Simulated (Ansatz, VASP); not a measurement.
# Si in two plane-wave programs

One calculation is typed for both programs; each brings its own data sets. How far apart do they land? The structure shown is the end of the Ansatz relaxation below.

Method: plane waves, with VASP 6.6.1 beside it; single point at PBEsol, in Ansatz 0.2.0.

### Step 1. The structure

The structure is tetragonal, space group I4_1/amd (No. 141). Conventional cell: a = 3.832 Å, b = 3.832 Å, c = 5.488 Å, α = 90.00°, β = 90.00°, γ = 90.00°. Si has 4 Si at 2.36 Å nearest.

### Step 2. Ansatz: relaxation, PBEsol

Ansatz runs on its PAW soft_1 files.

This run makes the geometry at which the two programs are then compared.

input.yaml reads:

```yaml
crystal:
  lattice:
    - [3.8324039775, 0.0, 0.0]
    - [0.0, 3.8324039775, 0.0]
    - [0.0, 0.0, 5.48775521]
  atoms:
    - { symbol: Si, position: [0.0, 0.0, 0.5] }
    - { symbol: Si, position: [0.5, 0.0, 0.75] }
    - { symbol: Si, position: [0.5, 0.5, 0.0] }
    - { symbol: Si, position: [1.0, 0.5, 0.25] }
kpoints:
  mp_grid: { grid: [7, 7, 5] }
scf:
  occupations: { method: fermi_dirac, width: 0.02 }
hamiltonian:
  xc: pbesol
  pseudopotentials: { kind: paw, azcp: { folder: soft_1 }, xc_functional: pbe }
basis:
  ecutwfc: 600
output:
  forces: true
  stress: true
relax:
  f_tol: 0.005
  max_steps: 70
  cell: { stress_tol: 0.02, p_target: 0, fix: [c, alpha, beta, gamma] }
```

Command:

```bash
$ ansatz run input.yaml --threads 4 --pin off --max-ram 10240MiB --backend cpu --events-out ev --progress --plain --runs-dir out
```

Numbers of over 12 decimals in the logs are rounded to 6 here.

Output:

```text
Engine: ansatz 0.2.0, aarch64-unknown-linux-gnu
Pseudopotentials: kind: paw
Pseudopotential: Si, paw, valence charge 4, recommended cutoff 420 eV (normal), soft_1/Si.paw.azcp
Functional definition: PBEsol
  exchange = pbesol_x
  correlation = pbesol_c
Crystal: 4 atoms, lattice volume = 80.600 Å³
Basis set: ecut = 600 eV, 2725 PW (Γ), exchange–correlation on 64×64×90 points (8 copies of the dense FFT grid, shifted against one another)
Bands: 12, of which v1, the nominal top of the filled ones, is band 8 counted from 1 (7 counted from 0)
Symmetry: 32 space group operations
Space group: I41/amd (ITA 141), of the structure as read, at distance tolerance 4.3e-5 Å
k-points: 30 of 245
Non-local potential: Si, projectors of the file, l = 0: 2, l = 1: 2, l = 2: 1
PAW form: soft (Blöchl's): semilocal exchange-correlation on the pseudo side does not see the compensation charge
PAW frozen core: Si, regenerated for the run's functional, and the local potential with it (the file was generated under x = pbe(κ = 0.804, μ = 0.219515), c = pbe(β = 0.066725))
PAW one-centre angular grid: Si, 110 points (default); XC on 64 Gauss nodes
Initial density: superposition of atomic densities (chi_scale 0.1, normalization cell)
Initial wavefunctions: pseudopotential atomic-orbital guess
Functional: x = pbesol(κ = 0.804, μ = 0.123457), c = pbesol(β = 0.046)
SCF iter   1: F=—  HF=-2486.396327 eV  |F-HF|=—  |Δ(HF+E_count)|=         —  Δρ=4.55e-2  dr2=1.48e0  ethr=3.10e-3  ⟨swp⟩=7.5  Hψ=2864  notcnv=0
preconditioner: auto → none  [insulator: Δε(μ)=0.762 eV  Ē_g=8.001 eV  σ=0.020 eV  W_gap=1.00  n_scr=14 (ndim 8)  ℏωp=16.5 eV  f_vac=0.000  D(μ)=0.00/eV (n_scr^D=0)  ε∞_Penn≈5.3]
SCF iter   2: F=—  HF=-2486.025176 eV  |F-HF|=—  |Δ(HF+E_count)|=   3.71e-1  Δρ=1.96e-2  dr2=2.37e-1  ethr=3.10e-3  ⟨swp⟩=3.0  Hψ=943  notcnv=0
SCF iter   3: F=—  HF=-2485.968068 eV  |F-HF|=—  |Δ(HF+E_count)|=   5.71e-2  Δρ=1.44e-3  dr2=1.11e-3  ethr=1.48e-3  ⟨swp⟩=2.8  Hψ=613  notcnv=0
SCF iter   4: F=—  HF=-2485.968098 eV  |F-HF|=—  |Δ(HF+E_count)|=   3.04e-5  Δρ=7.48e-5  dr2=2.48e-6  ethr=6.93e-6  ⟨swp⟩=2.7  Hψ=688  notcnv=0
SCF iter   5: F=—  HF=-2485.968092 eV  |F-HF|=—  |Δ(HF+E_count)|=   6.30e-6  Δρ=1.41e-5  dr2=1.01e-7  ethr=6.25e-10  ⟨swp⟩=5.3  Hψ=1457  notcnv=0
SCF iter   6: F=-2485.968092 eV  HF=-2485.968092 eV  |F-HF|=3.07e-10  |Δ(HF+E_count)|=   4.40e-8  Δρ=9.40e-7  dr2=8.37e-10  ethr=6.25e-10  ⟨swp⟩=4.1  Hψ=1201  notcnv=0
SCF 1 converged in 6 iterations: F = -2485.968092 eV  dr2 = 8.37e-10
  greatest PAW one-centre occupation: 0.626 electrons in one spin orbital (limit 2), on the Si atom at site 3 (counted from 0), in its partial waves of l = 0
relax step   1: F+E_penalty+E_count = -2485.96809186 eV  Δ(F+E_penalty+E_count) = +0.000e0 eV  max|allowed force component| = 1.908e-17 eV/Å  Δτ_max = 0.0000 Å  P = -0.456 GPa  Ω = 80.600 Å³  fix = [c, alpha, beta, gamma]  reactions: c -1.342 GPa  (6 SCF iters, dr2 threshold 1.00e-7 eV, accepted)
Initial density: handed on by an earlier stage of this run
Initial wavefunctions: pseudopotential atomic-orbital guess (no wavefunctions were taken with the density)
iter 1 solved again at ethr=1.22e-7 eV; its pass at ethr=3.10e-3 eV (dr2=1.95e-5 eV) is discarded
SCF iter   1: F=—  HF=-2485.968103 eV  |F-HF|=—  |Δ(HF+E_count)|=         —  Δρ=9.51e-7  dr2=6.17e-10  ethr=1.22e-7  ⟨swp⟩=3.1  Hψ=4020  notcnv=0
eigensolver tolerance schedule: the retry pair's looser diagonalisation over-reported the residual by 31547.31 of it (diagonalisation noise at an unbounded share of the residual, at the tolerance the schedule requests for it); recorded, not acted on — ethr = c·dr2/N_el stays at c = 1.0e-1
preconditioner: auto → none  [insulator: Δε(μ)=0.408 eV  Ē_g=7.842 eV  σ=0.020 eV  W_gap=1.00  n_scr=14 (ndim 8)  ℏωp=16.5 eV  f_vac=0.000  D(μ)=0.00/eV (n_scr^D=0)  ε∞_Penn≈5.5]
SCF iter   2: F=—  HF=-2485.968092 eV  |F-HF|=—  |Δ(HF+E_count)|=   1.10e-5  Δρ=4.04e-7  dr2=1.65e-10  ethr=3.85e-12  ⟨swp⟩=3.5  Hψ=886  notcnv=0
SCF iter   3: F=—  HF=-2485.968092 eV  |F-HF|=—  |Δ(HF+E_count)|=  2.64e-11  Δρ=1.51e-7  dr2=1.97e-11  ethr=1.03e-12  ⟨swp⟩=2.0  Hψ=600  notcnv=0
SCF iter   4: F=-2485.968092 eV  HF=-2485.968092 eV  |F-HF|=4.55e-13  |Δ(HF+E_count)|=  3.64e-12  Δρ=5.05e-8  dr2=1.36e-12  ethr=1.00e-12  ⟨swp⟩=5.3  Hψ=1444  notcnv=0
SCF 2 converged in 4 iterations: F = -2485.968092 eV  dr2 = 1.36e-12
relax step   2: F+E_penalty+E_count = -2485.96809186 eV  Δ(F+E_penalty+E_count) = -7.412e-11 eV  max|allowed force component| = 2.082e-17 eV/Å  Δτ_max = 0.0000 Å  P = -0.456 GPa  Ω = 80.600 Å³  fix = [c, alpha, beta, gamma]  reactions: c -1.342 GPa  stress off target by 1.35e-2 GPa on what of the cell is left free  SCF on the basis re-selected at this cell (its energy is not comparable with the rows above)  (4 SCF iters)
basis re-selected at this cell: Δ(F+E_penalty+E_count) = -7.412e-11 eV, ΔP = +0.000 GPa vs the last step (what re-selecting the basis moved, of the pressure what is left beyond the Pulay correction that the steps carried, after the strain that the cell walked since its last selection, with what the two solves' SCF thresholds leave and, on support functions, any second-order correction that the steps lacked; it is no  [...]
SCF converged after 4 iterations
Free energy (F): -2485.968092 eV
Harris-Foulkes:  -2485.968092 eV  (|F-HF|=4.55e-13)
Internal energy: -2485.968091 eV  (E = F + TS)
E sigma→0 (E₀):  -2485.968092 eV
Entropy (-TS):   -0.000000 eV (-0.000 meV/atom)
Fermi energy:    6.333119 eV
--- Per-component energies (eV) ---
  E_band       = 16.604104
  E_kinetic    = 161.670608
  E_local      = -98.379654  (includes V_loc(G=0)·N_el)
  E_nonlocal   = 91.547896
  E_hartree    = 29.435228
  E_xc         = -223.283628
  E_vxc        = -190.727995  (∫ρ·V_xc dr)
  E_paw        = -1990.991546  (= ΣΔE_a)
  E_vpaw       = -6.377251  (= ΣTr[D̂ρ^β])
  E_aug_tail   = 0.000033  (compensation charges beyond the density's cutoff)
  E_ewald      = -456.093272
  E_core_change = 0.126243  (= ΣΔE_core)
  E_smearing   = -0.000000  (= −TS)
  E_closure    = 0.000000  (closes the sum)
  Σ components = -2485.968092   (vs F -2485.968092, Δ=0.00e0)
--- Forces (eV/Å), atoms counted from 1 ---
  atom   1  Si     0.00000000     0.00000000     0.00000000
  atom   2  Si     0.00000000    -0.00000000     0.00000000
  atom   3  Si     0.00000000     0.00000000     0.00000000
  atom   4  Si     0.00000000    -0.00000000     0.00000000
  max |Σ_I F_I| component: 8.33e-17 eV/Å
--- Stress (GPa, compression-positive) ---
       -0.013456       0.000000       0.000000
        0.000000      -0.013456       0.000000
        0.000000       0.000000      -1.341584
  P = ⅓ Tr σ = -0.4562 GPa (-4.562 kbar)
--- Relaxed structure (1 steps of the walk, 1 accepted, 1 SCFs on fresh bases) ---
  F+E_penalty+E_count = -2485.96809186 eV   max|allowed force component| = 2.082e-17 eV/Å   (the final SCF, on the basis selected at the relaxed cell)
  cell:  # Å, volume = 80.6004 Å³
    - [3.8324039775, 0.0, 0.0]
    - [0.0, 3.8324039775, 0.0]
    - [0.0, 0.0, 5.48775521]
  atoms:
    - { symbol: Si, position: [0.0, 0.0, 0.5] }
    - { symbol: Si, position: [0.5, 0.0, 0.75] }
    - { symbol: Si, position: [0.5, 0.5, 0.0] }
    - { symbol: Si, position: [1.0, 0.5, 0.25] }
```

### Step 3. VASP: single point, PBEsol, pair 1

The same cell, functional, mesh and smearing now go to VASP, with its own data sets.

Lines of VASP's logs that name or quote its potential files are left out, and so is its time.

INCAR reads:

```
SYSTEM = Si
PREC = Accurate
ENCUT = 500
EDIFF = 1E-06
NELM = 120
ISMEAR = -1
SIGMA = 0.02
LREAL = .FALSE.
ALGO = Normal
GGA = PS
NBANDS = 14
LORBIT = 11
LWAVE = .FALSE.
LCHARG = .FALSE.
ISIF = 2
LASPH = .TRUE.
GGA_COMPAT = .FALSE.
EFERMI = MIDGAP
```

POSCAR reads:

```
Si
1.0
    3.8324039775      0.0000000000      0.0000000000
    0.0000000000      3.8324039775      0.0000000000
    0.0000000000      0.0000000000      5.4877552100
Si
4
Direct
    0.0000000000      1.0000000000      0.5000000000
    0.5000000000      1.0000000000      0.7500000000
    0.5000000000      0.5000000000      0.0000000000
    0.0000000000      0.5000000000      0.2500000000
```

KPOINTS reads:

```
Automatic mesh
0
Gamma
7 7 5
0 0 0
```

Potentials, in the order of the species: Si (PBE family, release 64).

Command:

```bash
$ mpirun -np 1 vasp_std
```

Output:

```text
[banner, memory and clock lines left out]
running    1 mpi-ranks, on    1 nodes
 distrk:  each k-point on    1 cores,    1 groups
 distr:  one band on    1 cores,    1 groups

 POSCAR found type information on POSCAR Si
 POSCAR found :  1 types and       4 ions
|                                                                             |
|               ----> ADVICE to this user running VASP <----                  |
|                                                                             |
|     You enforced a specific xc type in the INCAR file but a different       |
|     [... a line on the potential file left out ...]
|     I HOPE YOU KNOW WHAT YOU ARE DOING!                                     |
|                                                                             |

 LDA part: xc-table for (Slater+PW92), standard interpolation
 POSCAR, INCAR and KPOINTS ok, starting setup
 FFT: planning ... GRIDC
 FFT: planning ... GRID_SOFT
 FFT: planning ... GRID
 WAVECAR not read
 entering main loop
       N       E                     dE             d eps       ncg     rms          rms(c)
DAV:   1     0.273636295231E+02    0.27364E+02   -0.59680E+03   840   0.910E+02
DAV:   2    -0.213325334336E+02   -0.48696E+02   -0.44649E+02  1172   0.129E+02
DAV:   3    -0.233910870733E+02   -0.20586E+01   -0.20407E+01  1140   0.253E+01
DAV:   4    -0.234162371642E+02   -0.25150E-01   -0.25144E-01   990   0.376E+00
DAV:   5    -0.234167110714E+02   -0.47391E-03   -0.47372E-03  1140   0.467E-01    0.697E+00
DAV:   6    -0.231136119122E+02    0.30310E+00   -0.12698E-01   966   0.179E+00    0.419E+00
DAV:   7    -0.229752674142E+02    0.13834E+00   -0.24625E-01   978   0.257E+00    0.242E-01
DAV:   8    -0.229763799257E+02   -0.11125E-02   -0.15372E-02   984   0.719E-01    0.950E-02
DAV:   9    -0.229765082952E+02   -0.12837E-03   -0.42842E-04  1134   0.132E-01    0.765E-02
DAV:  10    -0.229765558424E+02   -0.47547E-04   -0.10204E-04   990   0.564E-02    0.332E-02
DAV:  11    -0.229765558560E+02   -0.13552E-07   -0.18521E-06   964   0.903E-03
   1 F= -.22976556E+02 E0= -.22976556E+02  d E =-.459557E-06
```

From OUTCAR (step 3):

```text
ion  position               nearest neighbor table
   1  0.000  0.000  0.500-   2 2.36   4 2.36   4 2.36   2 2.36
   2  0.500  0.000  0.750-   1 2.36   3 2.36   3 2.36   1 2.36
   3  0.500  0.500  0.000-   2 2.36   4 2.36   2 2.36   4 2.36
   4  0.000  0.500  0.250-   1 2.36   3 2.36   1 2.36   3 2.36

  LATTYP: Found a simple tetragonal cell.
 ALAT       =     3.8324039775
 C/A-ratio  =     1.4319354750

 Subroutine GETGRP returns: Found 16 space group operations
 (whereof  8 operations were pure point group operations)

The static configuration has the point symmetry D_2d.
 The point group associated with its full space group is D_4h.

 Found     30 irreducible k-points:

   k-points           NKPTS =     30   k-points in BZ     NKDIM =     30   number of bands    NBANDS=     14

   dimension x,y,z NGX =    28 NGY =   28 NGZ =   40
   dimension x,y,z NGXF=    56 NGYF=   56 NGZF=   80

   ENCUT  =  500.0 eV  36.75 Ry    6.06 a.u.   6.99  6.99 10.01*2*pi/ulx,y,z

   NELECT =      16.0000    total number of electrons

 k-points in reciprocal lattice and weights: Automatic mesh
   0.00000000  0.00000000  0.00000000       0.004
   0.14285714  0.00000000  0.00000000       0.016
   0.28571429  0.00000000  0.00000000       0.016
   0.42857143  0.00000000  0.00000000       0.016
   0.14285714  0.14285714  0.00000000       0.016
   0.28571429  0.14285714  0.00000000       0.033
   0.42857143  0.14285714  0.00000000       0.033
   0.28571429  0.28571429  0.00000000       0.016
   0.42857143  0.28571429  0.00000000       0.033
[...]
0.42857143  0.28571429  0.40000000       0.065
   0.42857143  0.42857143  0.40000000       0.033

 average (electrostatic) potential at core
       1 -83.1073       2 -83.1073       3 -83.1073       4 -83.1073

 E-fermi :   5.9503

 k-point     1 :       0.0000    0.0000    0.0000
  band No.  band energies     occupation
    ...
      4       2.9323      2.00000
      5       2.9323      2.00000
      6       5.6672      2.00000
      7       5.7560      1.99988
      8       5.7560      1.99988
      9       6.3933      0.00000
     10       6.3933      0.00000
     11       8.2267      0.00000
     12       8.2267      0.00000
     13       8.2703      0.00000
    ...

 k-point     2 :       0.1429    0.0000    0.0000
  band No.  band energies     occupation
    ...
      4       2.0673      2.00000
      5       3.0755      2.00000
      6       4.4509      2.00000
      7       5.0060      2.00000
      8       5.6786      2.00000
      9       6.5599      0.00000
     10       7.8562      0.00000
     11       8.4106      0.00000
     12       8.5021      0.00000
     13       8.5888      0.00000
    ...

 k-point     3 :       0.2857    0.0000    0.0000
  band No.  band energies     occupation
    ...
      4       1.2851      2.00000
      5       2.5732      2.00000
      6       3.4882      2.00000
      7       3.6968      2.00000
      8       5.3811      2.00000
      9       7.0426      0.00000
     10       8.7726      0.00000
     11       8.9606      0.00000
     12       9.1466      0.00000
     13      10.6004      0.00000
    ...

  Total        0.0537952      0.0537952     -0.6138760      0.0000000      0.0000000      0.0000000
  in kB        1.0693424      1.0693424    -12.2026445      0.0000000      0.0000000      0.0000000
  external PRESSURE =      -3.3546532 kB  Pullay stress =       0.0000000 kB

  energy-cutoff  :      500.00
  volume of cell :       80.60
      direct lattice vectors                 reciprocal lattice vectors
     3.832403977  0.000000000  0.000000000     0.260932826  0.000000000  0.000000000
     0.000000000  3.832403977  0.000000000     0.000000000  0.260932826  0.000000000
     0.000000000  0.000000000  5.487755210     0.000000000  0.000000000  0.182223871

 POSITION                                       TOTAL-FORCE (eV/Angst)
 -----------------------------------------------------------------------------------
      0.00000      0.00000      2.74388        -0.000000     -0.000000      0.000000
      1.91620      0.00000      4.11582         0.000000     -0.000000      0.000000
      1.91620      1.91620      0.00000        -0.000000      0.000000      0.000000
      0.00000      1.91620      1.37194         0.000000      0.000000      0.000000
 -----------------------------------------------------------------------------------
    total drift:                               -0.000000      0.000000     -0.000000

  FREE ENERGIE OF THE ION-ELECTRON SYSTEM (eV)
  ---------------------------------------------------
  free  energy   TOTEN  =       -22.9765558560 eV

  energy  without entropy=      -22.9765553964  energy(sigma->0) =      -22.97655563

 total charge
# of ion       s       p       d       tot
------------------------------------------
    1        0.752   0.935   0.000   1.687
    2        0.752   0.935   0.000   1.687
    3        0.752   0.935   0.000   1.687
    4        0.752   0.935   0.000   1.687
--------------------------------------------------
tot          3.008   3.738   0.000   6.746

[... 3 further parts left out ...]
```

The run ends at a pressure of -0.34 GPa.

### Step 4. Side by side

Known differences besides the potentials themselves: the cutoff is 600 eV in Ansatz and 500 eV in VASP; Ansatz makes its cores anew for this functional, VASP keeps those of its PBE data sets; Ansatz's pressure holds a Pulay correction, VASP's none. Total energies have different zeros and are not compared.

Compared:

```
              quantity  Ansatz   VASP  difference
        pressure (GPa)   -0.46  -0.34       -0.12
gap on the k mesh (eV)   0.408  0.402      +0.006
```

A gap on the mesh is an upper bound, since the band edges may lie between its points.

### Step 5. Ansatz: relaxation, PBEsol

This run makes the geometry at which the two programs are then compared. The cell compared in this pair holds 80.23 Å³, against 80.60 Å³ for the pair before.

The structure compared here is the end of the Ansatz relaxation.

input.yaml: that of step 2 with these lines changed.

```diff
@@ -2,5 +2,5 @@
   lattice:
-    - [3.8324039775, 0.0, 0.0]
-    - [0.0, 3.8324039775, 0.0]
-    - [0.0, 0.0, 5.48775521]
+    - [3.842009, 0.0, 0.0]
+    - [0.0, 3.842009, 0.0]
+    - [0.0, 0.0, 5.433421]
   atoms:
```

Command:

```bash
$ ansatz run input.yaml --threads 4 --pin off --max-ram 10240MiB --backend cpu --events-out ev --progress --plain --runs-dir out
```

Output:

```text
[...]
Crystal: 4 atoms, lattice volume = 80.203 Å³
Basis set: ecut = 600 eV, 2701 PW (Γ), exchange–correlation on 64×64×90 points (8 copies of the dense FFT grid, shifted against one another)
Bands: 12, of which v1, the nominal top of the filled ones, is band 8 counted from 1 (7 counted from 0)
Symmetry: 32 space group operations
[...]
k-points: 30 of 245
[...]
P = ⅓ Tr σ = -0.0280 GPa (-0.280 kbar)
--- Relaxed structure (2 steps of the walk, 2 accepted, 1 SCFs on fresh bases) ---
[...]
cell:  # Å, volume = 80.2335 Å³
    - [3.842741, 0, 0.0]
    - [0, 3.842741, 0.0]
    - [0.0, 0.0, 5.433421]
  atoms:
    - { symbol: Si, position: [0, 0.0, 0.500000] }
    - { symbol: Si, position: [0.500000, 0, 0.75] }
    - { symbol: Si, position: [0.500000, 0.500000, 0.0] }
    - { symbol: Si, position: [1.000000, 0.500000, 0.250000] }
[key lines of the parts left out:]
SCF converged after 4 iterations
Free energy (F): -2485.971669 eV
Fermi energy:    6.380857 eV
```

### Step 6. VASP: single point, PBEsol, pair 2

The same cell, functional, mesh and smearing now go to VASP, with its own data sets.

INCAR is that of step 3.

POSCAR reads:

```
Si
1.0
    3.8427405495      0.0000000000      0.0000000000
    0.0000000000      3.8427405495      0.0000000000
    0.0000000000      0.0000000000      5.4334210000
Si
4
Direct
    0.0000000000      0.0000000000      0.5000000000
    0.5000000000      0.0000000000      0.7500000000
    0.5000000000      0.5000000000      0.0000000000
    0.0000000000      0.5000000000      0.2500000000
```

KPOINTS is that of step 3.

Command:

```bash
$ mpirun -np 1 vasp_std
```

Output:

```text
[banner, memory and clock lines left out]
running    1 mpi-ranks, on    1 nodes
[...]
[... a notice as in an earlier step ...]

 LDA part: xc-table for (Slater+PW92), standard interpolation
 POSCAR, INCAR and KPOINTS ok, starting setup
[...]
entering main loop
       N       E                     dE             d eps       ncg     rms          rms(c)
DAV:   1     0.283229138394E+02    0.28323E+02   -0.59883E+03   840   0.909E+02
DAV:   2    -0.214112516605E+02   -0.49734E+02   -0.44721E+02  1174   0.130E+02
DAV:   3    -0.234011485563E+02   -0.19899E+01   -0.19698E+01  1104   0.251E+01
DAV:   4    -0.234251017090E+02   -0.23953E-01   -0.23941E-01  1020   0.370E+00
[...]
DAV:   9    -0.229797983851E+02   -0.12656E-03   -0.42998E-04  1118   0.132E-01    0.767E-02
DAV:  10    -0.229798454522E+02   -0.47067E-04   -0.10199E-04   984   0.565E-02    0.339E-02
DAV:  11    -0.229798455001E+02   -0.47867E-07   -0.18771E-06   966   0.905E-03
   1 F= -.22979846E+02 E0= -.22979845E+02  d E =-.168993E-06
```

(Part 1 of 2 ends here.)

[Lines on the potential files, build, host, timing and source positions are cut from VASP's logs without a mark.]

[Logs are printed without paths, hosts, clocks, repeated set-up lines and the standing remarks that a program may print on its own settings, such as how far it seeks lower states.]

[Hosts, paths, dates, database ids (printed as entryN), source tags and the programs' standing remarks are cut or masked in the printed files.]
